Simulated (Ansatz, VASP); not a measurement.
# One calculation of InGa3As4, two programs

```
CELL_PARAMETERS angstrom
5.87040 0.00000 0.00000
0.00000 5.87040 0.00000
0.00000 0.00000 5.87040
ATOMIC_POSITIONS crystal
In 0.50000 0.50000 0.50000
Ga 0.50000 0.00000 0.00000
Ga 0.00000 0.00000 0.50000
Ga 0.00000 0.50000 0.00000
As 0.24040 0.75960 0.24040
As 0.24040 0.24040 0.75960
As 0.75960 0.75960 0.75960
As 0.75960 0.24040 0.24040
```

Alike in both runs: functional PBE; k mesh 4 × 4 × 4; occupations gaussian, width 0.1 eV; no spin polarisation.

Ansatz relaxed the structure, and its values are those at the end. VASP's run is a single point on that final structure, the one shown.

|  | VASP | Ansatz |
| --- | --- | --- |
| version | VASP 6.6.1 | Ansatz 0.2.0 |
| potentials or method | VASP PAW PBE potentials, release 64 (In_d, Ga_d, As) | scalar-relativistic, plane waves, PAW |
| plane-wave cutoff (eV) | 520 | 420 |
| valence electrons in the cell | 72 | 112 |

|  | VASP | Ansatz | Ansatz less VASP |
| --- | --- | --- | --- |
| gap on the k mesh at the Fermi level (eV) | none | none | - |
| pressure (GPa) | -0.1 | -0.3 | -0.13 |
| rms of the force components (eV/Å) | 0.019 | 0.016 | -0.0024 |

A gap of «none» marks a metal or a gap that the smearing closes. The two sets of potentials don't hold the same shells in valence.
